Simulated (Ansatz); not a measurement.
A crystal in the diamond structure was computed with r²SCAN in Ansatz (plane waves, PAW datasets (generated hard set); cutoff 700 eV), no spin polarisation, no spin–orbit coupling, Fermi–Dirac smearing of 0.1 eV, k-spacing 0.17 to 0.19 Å⁻¹. It has a₀ = 5.445 Å and B₀ = 96 GPa.

(1) Which is it?
A. Si
B. As
C. Te
D. Ga
E. P

## Answers

(1) A. The five: Si 5.445 Å, 96 GPa; Te 7.148 Å, 28 GPa; P 5.428 Å, 45 GPa; Ga 5.777 Å, 44 GPa; As 6.059 Å, 50 GPa.

Model structures, not the usual forms at ambient conditions (metastable or hypothetical): Te, P, Ga, As. Potentials made with PBE were used with another functional.
